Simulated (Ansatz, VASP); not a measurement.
TiO2 in VASP and in Ansatz

```
Ti O
1.0
     4.68588    0.00000    0.00000
     0.00000    4.68588    0.00000
     0.00000    0.00000    2.95900
Ti O
2 4
Direct
  0.00000 0.00000 0.00000
  0.50000 0.50000 0.50000
  0.30600 0.30600 0.00000
  0.19400 0.80600 0.50000
  0.69400 0.69400 0.00000
  0.80600 0.19400 0.50000
```

Change from the starting cell: equal xx and yy strain of +2 %.

Alike in both runs: task single point; functional PBE; k mesh 7 × 7 × 10; occupations fermi-dirac, width 0.05 eV; no spin polarisation.

|  | VASP | Ansatz |
| --- | --- | --- |
| version | VASP 6.6.1 | Ansatz 0.2.0 |
| potentials or method | VASP PAW PBE potentials, release 64 (Ti_sv, O), cutoff 520 eV | all-electron LAPW, scalar-relativistic |

```tsv
	VASP	Ansatz	Ansatz less VASP
gap on the k mesh at the Fermi level (eV)	1.85	1.87	+0.018
pressure (GPa)	-2.2	-2.9	-0.63
largest component of the traceless stress (GPa)	1.33	1.08	-0.252
rms of the force components (eV/Å)	0.020	0.004	-0.0160
```

Atom by atom the forces differ by 0.016 eV/Å (rms over components). Ansatz ran all-electron here, so the differences hold the error of VASP's frozen core and of both bases.

Caveats: an odd mesh through Γ misses points on the zone boundary, where band edges often lie.
